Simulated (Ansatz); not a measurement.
WS2: phonons across the zone

Method: Ansatz, DFT PBE, scalar-relativistic, plane waves, PAW. Cutoff 420 eV, 12×12×2 k-points (Γ-centred), fixed occupations. No spin polarisation. Phonons by linear response, acoustic sum rule imposed.

Equilibrium structure at this level:
```xyz
6
Lattice="3.1877 0.0000 0.0000 -1.5939 2.7607 0.0000 0.0000 0.0000 14.8897" Properties=species:S:1:pos:R:3 pbc="T T T"
W     0.0000    1.8404    3.7224
W     1.5939    0.9202   11.1673
S     0.0000    1.8404    9.5961
S     1.5939    0.9202    2.1513
S     0.0000    1.8404   12.7384
S     1.5939    0.9202    5.2935
```

It was relaxed at this level from a cell as deposited in COD. Spin–orbit coupling is left out, which matters for heavy elements. The q mesh is coarse, so values between its points are rough. Modes under 40 cm⁻¹ are poorly fixed. No dispersion correction is applied, so modes and constants that involve weak contacts between layers, chains or molecules come out too soft.

Force constants from linear response on a 3×3×1 q mesh.

**Question.** Is the structure dynamically stable on the q mesh?

**Answer.** Yes, on this mesh: no mode is imaginary.

**Question.** Give the frequencies (cm⁻¹) at the zone-boundary points of high symmetry (interpolated where a point lies off the q mesh).

**Answer.**
```tsv
point	q	frequencies
M	0.500 0.000 0.000	131 131 138 138 172 172 314 314 330 330 332 332 358 358 359 359 391 391
K	0.333 0.333 0.000	140 140 145 145 178 178 325 325 341 341 344 344 345 345 350 350 382 382
A	0.000 0.000 0.500	≈0 ≈0 ≈0 ≈0 5 5 286 286 286 286 344 344 344 344 407 407 426 426
L	0.500 0.000 0.500	131 131 138 138 172 172 314 314 330 330 332 332 358 358 359 359 391 391
H	0.333 0.333 0.500	140 140 145 145 178 178 325 325 341 341 344 344 345 345 350 350 382 382
```
